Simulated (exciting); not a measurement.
# Sn (Immm) in exciting: settings compared, part 2 of 2

exciting (release sodium). Earlier steps stand in the parts before.

### Step 3. Effective masses, LDA-PZ+D2

The input, run_exciting.py:

```python
import subprocess
import xml.etree.ElementTree as ET
from ase.io import read
from ase.units import Bohr

atoms = read("POSCAR")
rmt = {'Sn': 2.3}  # bohr
tasks = """
<groundstate do="fromscratch" ngridk="11 11 11" rgkmax="8" gmaxvr="14" lmaxapw="10" lmaxmat="10" lmaxvr="8" xctype="LDA_PZ" stype="Fermi Dirac" swidth="0.00036749" nempty="8" ValenceRelativity="iora*" epsengy="1e-05" epspot="1e-05" maxscl="60" outputlevel="low"/>
<properties>
  <masstensor vklem="0 0.5 0" ndspem="1" deltaem="0.025"/>
  <DFTD2/>
</properties>
"""

root = ET.Element("input")
ET.SubElement(root, "title").text = "Sn"
structure = ET.SubElement(root, "structure", speciespath="./", tshift="false")
crystal = ET.SubElement(structure, "crystal", scale="1.0")
for vector in atoms.cell / Bohr:
    ET.SubElement(crystal, "basevect").text = " ".join(f"{x:.12f}" for x in vector)
symbols = atoms.get_chemical_symbols()
for element in dict.fromkeys(symbols):
    species = ET.SubElement(structure, "species", speciesfile=element + ".xml", rmt=str(rmt[element]))
    for symbol, position in zip(symbols, atoms.get_scaled_positions(wrap=False)):
        if symbol == element:
            ET.SubElement(species, "atom", coord=" ".join(f"{x:.12f}" for x in position))
root.extend(ET.fromstring("<tasks>" + tasks + "</tasks>"))
ET.indent(root)
ET.ElementTree(root).write("input.xml")
subprocess.run(["exciting_smp"], check=True)
```

The input, POSCAR:

```
Sn
1.0
   -1.7265390000      1.7755470000      2.3383420000
    1.7265390000     -1.7755470000      2.3383420000
    1.7265390000      1.7755470000     -2.3383420000
Sn
1
Direct
    0.0000000000      0.0000000000      0.0000000000
```

Potentials or basis: all-electron LAPW+lo, shipped species files, valence relativity iora*.

Started as:

```bash
> OMP_NUM_THREADS=1 python run_exciting.py
```

Output:

```text
================================================================================
EXCITING SODIUM started
[... 10 lines left out ...]

 Lattice vectors (cartesian) :
     -3.2626858556      3.3552975536      4.4188259685
      3.2626858556     -3.3552975536      4.4188259685
      3.2626858556      3.3552975536     -4.4188259685

 Reciprocal lattice vectors (cartesian) :
     -0.0000000000      0.9363082121      0.7109564115
      0.9628854241      0.0000000000      0.7109564115
      0.9628854241      0.9363082121     -0.0000000000

 Unit cell volume                           :     193.4965336346
 Brillouin zone volume                      :       1.2819362124

 Species :    1 (Sn)
     parameters loaded from                 :    Sn.xml
     name                                   :    tin

     atomic positions (lattice) :
       1 :   0.00000000  0.00000000  0.00000000

 Total number of atoms per unit cell        :       1

 Spin treatment                             :    spin-unpolarised

 Number of Bravais lattice symmetries       :       8
 Number of crystal symmetries               :       8

 k-point grid                               :      11   11   11
 Total number of k-points                   :     216
 k-point set is reduced with crystal symmetries

 R^MT_min * |G+k|_max (rgkmax)              :       8.00000000

 G-vector grid sizes                        :      30    30    30
 Total number of G-vectors                  :    8995

 Total nuclear charge                       :     -50.00000000
 Total electronic charge                    :      50.00000000

 Number of empty states                     :       8
 Total number of valence states             :      19

 Exchange-correlation type                  :       2
     Perdew-Zunger, Phys. Rev. B 23, 5048 (1981)

 Smearing scheme                            :    Fermi-Dirac
 Smearing width                             :       0.00036749

++++++++++++++++++++++++++++++++++++++++++++++++++++++++++++++++++++++++++++++++
+ Ending initialization                                                        +
++++++++++++++++++++++++++++++++++++++++++++++++++++++++++++++++++++++++++++++++

********************************************************************************
* Groundstate module started                                                   *
********************************************************************************
 Output level for this task is set to low

++++++++++++++++++++++++++++++++++++++++++++++++++++++++++++++++++++++++++++++++
[... 5 lines left out ...]
+ SCF iteration number :    1                                                  +
++++++++++++++++++++++++++++++++++++++++++++++++++++++++++++++++++++++++++++++++
 Total energy                               :     -6170.74699801
 _______________________________________________________________
 Fermi energy                               :         0.23782861
 DOS at Fermi energy (states/Ha/cell)       :        16.71067197
 Electron charge: Core leakage              :         0.00040777
[... 127 lines left out ...]
 RMS change in effective potential (target) :  0.311255E-08  ( 0.100000E-04)
 Absolute change in total energy   (target) :  0.172493E-05  ( 0.100000E-04)
 Charge distance                   (target) :  0.243446E-08  ( 0.100000E-04)

++++++++++++++++++++++++++++++++++++++++++++++++++++++++++++++++++++++++++++++++
| Convergency criteria checked for the last 2 iterations                       +
| Convergence targets achieved. Performing final SCF iteration                 +
++++++++++++++++++++++++++++++++++++++++++++++++++++++++++++++++++++++++++++++++
 Total energy                               :     -6173.76283846
 _______________________________________________________________
 Fermi energy                               :         0.22531689
 DOS at Fermi energy (states/Ha/cell)       :        11.29347577
 Electron charge: Core leakage              :         0.00040224

++++++++++++++++++++++++++++++++++++++++++++++++++++++++++++++++++++++++++++++++
[... 12 lines left out ...]
| EXCITING SODIUM stopped                                                      =
================================================================================
```

stdout:

```text
Info(effmass):
 effective mass tensor for each state written to EFFMASS.OUT
 for k-point (lattice)    0.000000000      0.5000000000       0.000000000
```

Run time: 63 s. Hardware: 1 thread of Arm Neoverse V2, shared host; peak memory 0.1 GiB.

Results:

```yaml
Band_gap_on_the_k_mesh: none (metal or under the smearing width)
Dispersion_energy_per_atom: -0.531 eV
```

Levels at points of the mesh, in eV from the Fermi level:
| k point | band 8 | band 9 | band 10 | band 11 | band 12 | band 13 |
| --- | --- | --- | --- | --- | --- | --- |
| (0.00, 0.00, 0.00) | -21.32 | -10.81 | 6.90 | 7.05 | 7.44 | 10.73 |

Effective masses (electron masses; levels in eV from the Fermi level):
| band | level | masses, principal |
| --- | --- | --- |
| 10 | -4.30 | 0.099, 0.782, 0.905 |
| 11 | 4.72 | -0.270, -0.096, 0.900 |
| 12 | 5.59 | -0.162, -0.113, 2.162 |

Caveat: the dispersion energy is computed afterwards and isn't part of the total energy; the masses are finite differences along the axes, which mix bands that are degenerate at the k point.

### Step 4. Density of states, PBEsol (libxc), spin-orbit coupling, no magnetisation

The input, input.xml:

```xml
<input>
  <title>Sn</title>
  <structure speciespath="./" tshift="false">
    <crystal scale="1.88972612463">
      <basevect>-1.726539000000 1.775547000000 2.338342000000</basevect>
      <basevect>1.726539000000 -1.775547000000 2.338342000000</basevect>
      <basevect>1.726539000000 1.775547000000 -2.338342000000</basevect>
    </crystal>
    <species speciesfile="Sn.xml" rmt="2.3">
      <atom coord="0.000000000000 0.000000000000 0.000000000000"/>
    </species>
  </structure>
  <groundstate do="fromscratch" ngridk="9 9 9" rgkmax="8" gmaxvr="14" lmaxapw="10" lmaxmat="10" lmaxvr="8" stype="Methfessel-Paxton 2" swidth="0.00499791" nempty="16" ValenceRelativity="iora*" epsengy="1e-05" epspot="1e-05" maxscl="60" outputlevel="normal">
    <libxc exchange="XC_GGA_X_PBE_SOL" correlation="XC_GGA_C_PBE_SOL"/>
    <spin spinorb="true"/>
  </groundstate>
  <properties>
    <dos nwdos="400" winddos="-0.8 0.6" inttype="tetra" ngrdos="100" nsmdos="1" lmirep="true"/>
    <chargedensityplot>
      <plot3d>
        <box grid="18 18 18">
          <origin coord="0 0 0"/>
          <point coord="1 0 0"/>
          <point coord="0 1 0"/>
          <point coord="0 0 1"/>
        </box>
      </plot3d>
    </chargedensityplot>
    <elfplot>
      <plot3d>
        <box grid="18 18 18">
          <origin coord="0 0 0"/>
          <point coord="1 0 0"/>
          <point coord="0 1 0"/>
          <point coord="0 0 1"/>
        </box>
      </plot3d>
    </elfplot>
    <exccplot>
      <plot3d>
        <box grid="18 18 18">
          <origin coord="0 0 0"/>
          <point coord="1 0 0"/>
          <point coord="0 1 0"/>
          <point coord="0 0 1"/>
        </box>
      </plot3d>
    </exccplot>
  </properties>
</input>
```

Potentials or basis: all-electron LAPW+lo, shipped species files, valence relativity iora*.

Started as:

```bash
> OMP_NUM_THREADS=1 exciting_smp
```

INFO.OUT:

```text
================================================================================
EXCITING SODIUM started
[... 10 lines left out ...]

 Lattice vectors (cartesian) :
     -3.2626858535      3.3552975514      4.4188259657
      3.2626858535     -3.3552975514      4.4188259657
      3.2626858535      3.3552975514     -4.4188259657

 Reciprocal lattice vectors (cartesian) :
     -0.0000000000      0.9363082127      0.7109564119
      0.9628854247     -0.0000000000      0.7109564119
      0.9628854247      0.9363082127     -0.0000000000

 Unit cell volume                           :     193.4965332639
 Brillouin zone volume                      :       1.2819362149

 Species :    1 (Sn)
     parameters loaded from                 :    Sn.xml
     name                                   :    tin
     nuclear charge                         :     -50.00000000
     electronic charge                      :      50.00000000
     atomic mass                            :  216395.09200000
     muffin-tin radius                      :       2.30000000
     # of radial points in muffin-tin       :     400

     atomic positions (lattice) :
       1 :   0.00000000  0.00000000  0.00000000

 Total number of atoms per unit cell        :       1

 Spin treatment                             :    spin-polarised
 Spin-orbit coupling is included
 Global magnetic field (cartesian) :        0.00000000   0.00000000   0.00000000
 non-collinear magnetisation

 Number of Bravais lattice symmetries       :       8
 Number of crystal symmetries               :       8

 k-point grid                               :       9    9    9
 Total number of k-points                   :     125
 k-point set is reduced with crystal symmetries

 R^MT_min * |G+k|_max (rgkmax)              :       8.00000000
 Species with R^MT_min                      :       1 (Sn)
 Maximum |G+k| for APW functions            :       3.47826087
 Maximum |G| for potential and density      :      14.00000000

 G-vector grid sizes                        :      30    30    30
 Total number of G-vectors                  :    8995

 Maximum angular momentum used for
     APW functions                          :      10
     computing H and O matrix elements      :      10
     potential and density                  :       8
     inner part of muffin-tin               :       2

 Total nuclear charge                       :     -50.00000000
 Total electronic charge                    :      50.00000000
 Total core charge                          :      30.00000000
 Total valence charge                       :      20.00000000

 Number of empty states                     :      16
 Total number of valence states             :      54

 Maximum Hamiltonian size                   :     163
 Maximum number of plane-waves              :     146
 Total number of local-orbitals             :      17

 Exchange-correlation type                  :     100
     libxc; exchange: Perdew, Burke & Ernzerhof SOL; correlation: Perdew, Burke & Ernzerhof SOL (see libxc for references)

 Smearing scheme                            :    Methfessel-Paxton order 2, Phys. Rev. B 40, 3616 (1989)
 Smearing width                             :       0.00499791

 Using multisecant Broyden potential mixing
[... 16 lines left out ...]
+ SCF iteration number :    1                                                  +
++++++++++++++++++++++++++++++++++++++++++++++++++++++++++++++++++++++++++++++++
 Total energy                               :     -6173.50711167
 _______________________________________________________________
 Fermi energy                               :         0.24408842
 Kinetic energy                             :      6503.52423744
 Coulomb energy                             :    -12514.52094889
 Exchange energy                            :      -159.46286122
 Correlation energy                         :        -3.04753900
 No external B-field energy in total energy
[... 464 lines left out ...]
 Moments :
     interstitial                 :     0.00000000     0.00000000    -0.00000000
     moment in muffin-tin spheres :
         atom     1    Sn         :     0.00000000    -0.00000000    -0.00000000
     total moment in muffin-tins  :     0.00000000    -0.00000000    -0.00000000
     total moment                 :     0.00000000     0.00000000    -0.00000000

 RMS change in effective potential (target) :  0.338955E-07  ( 0.100000E-04)
 Absolute change in total energy   (target) :  0.365665E-05  ( 0.100000E-04)
 Charge distance                   (target) :  0.232552E-08  ( 0.100000E-04)

++++++++++++++++++++++++++++++++++++++++++++++++++++++++++++++++++++++++++++++++
| Convergency criteria checked for the last 2 iterations                       +
| Convergence targets achieved. Performing final SCF iteration                 +
++++++++++++++++++++++++++++++++++++++++++++++++++++++++++++++++++++++++++++++++
 Total energy                               :     -6176.34918491
 _______________________________________________________________
 Fermi energy                               :         0.22991492
 Kinetic energy                             :      6501.55434345
 Coulomb energy                             :    -12515.34725573
 Exchange energy                            :      -159.50828978
 Correlation energy                         :        -3.04798285
 No external B-field energy in total energy

 DOS at Fermi energy (states/Ha/cell)       :         9.47059986
[... 11 lines left out ...]
 Moments :
     interstitial                 :     0.00000000    -0.00000000    -0.00000000
     moment in muffin-tin spheres :
         atom     1    Sn         :     0.00000000     0.00000000     0.00000000
     total moment in muffin-tins  :     0.00000000     0.00000000     0.00000000
     total moment                 :     0.00000000    -0.00000000    -0.00000000

++++++++++++++++++++++++++++++++++++++++++++++++++++++++++++++++++++++++++++++++
[... 12 lines left out ...]
| EXCITING SODIUM stopped                                                      =
================================================================================
```

EVALCORE.OUT:

```text
Species :    1 (Sn), atom :    1
 n =  1, l =  0, k =  1 :   -1064.628037
 n =  2, l =  0, k =  1 :   -160.3588523
 n =  2, l =  1, k =  1 :   -149.7853935
 n =  2, l =  1, k =  2 :   -141.3158671
 n =  3, l =  0, k =  1 :   -30.62376176
 n =  3, l =  1, k =  1 :   -26.32816325
 n =  3, l =  1, k =  2 :   -24.78154790
 n =  3, l =  2, k =  2 :   -17.18335165
 n =  3, l =  2, k =  3 :   -16.86393774
 n =  4, l =  0, k =  1 :   -4.519564530
```

Wall time 4.8 min (1 thread of Arm Neoverse V2, shared host); peak memory 0.13 GiB.

What came out:

| Item | Value |
| --- | --- |
| Band gap on the k mesh | none (metal or under the smearing width) |
| All electrons inside the program's atomic spheres | Sn 47.32 (radii Sn 2.3 bohr) |
| Density of states at the Fermi level | 0.35 states/eV per cell |

States per cell in windows of 1 eV (zero at the Fermi level; states under -8 eV left out):
```tsv
from (eV)	total	Sn1 p	Sn1 s	Sn1 d	Sn1 f
-8.0	0.36	0.01	0.14	0.00	0.00
-7.0	0.54	0.02	0.23	0.00	0.00
-6.0	0.44	0.01	0.22	0.00	0.00
-5.0	0.12	0.01	0.05	0.00	0.00
-4.0	0.23	0.05	0.01	0.00	0.00
-3.0	0.70	0.16	0.04	0.01	0.00
-2.0	0.46	0.11	0.05	0.00	0.00
-1.0	0.58	0.14	0.05	0.01	0.00
0.0	0.55	0.14	0.03	0.01	0.00
1.0	0.66	0.19	0.03	0.01	0.00
2.0	0.81	0.25	0.02	0.02	0.00
3.0	0.65	0.22	0.02	0.01	0.00
4.0	0.63	0.23	0.01	0.01	0.00
5.0	0.49	0.18	0.01	0.01	0.00
6.0	0.53	0.12	0.02	0.03	0.00
7.0	0.56	0.06	0.02	0.05	0.01
```

Caveat: total energies with spin-orbit coupling aren't reliable in this program, so none is listed and the log's shouldn't be used; the tetrahedron DOS on this energy grid can lose part of the weight of narrow d or f bands.

### Step 5. The runs side by side

| task | level | spin | k mesh | smearing | outputlevel | DOS window about the Fermi level (Ha) | nempty | k point of the masses | gap on the mesh (eV) |
| --- | --- | --- | --- | --- | --- | --- | --- | --- | --- |
| density of states | PBE | SOC, no magnetisation | 9 × 9 × 9 | fermi-dirac 0.05 eV | normal | [-0.3, 0.3] Ha | 16 | - | none |
| effective masses | LDA-PZ+D2 | off | 11 × 11 × 11 | fermi-dirac 0.01 eV | low | - | 8 | [0.0, 0.5, 0.0] | none |
| density of states | PBEsol (libxc) | SOC, no magnetisation | 9 × 9 × 9 | methfessel-paxton-2 0.136 eV | normal | [-0.8, 0.6] Ha | 16 | - | none |

Alike in all rows: potentials or basis all-electron LAPW+lo, shipped species files, valence relativity iora*; cell as given; rgkmax 8.

Caveats: the tetrahedron DOS on this energy grid can lose part of the weight of narrow d or f bands (some runs); the dispersion energy is computed afterwards and isn't part of the total energy (some runs); the masses are finite differences along the axes, which mix bands that are degenerate at the k point (some runs).

Compare energies only between runs with the same functional and basis.
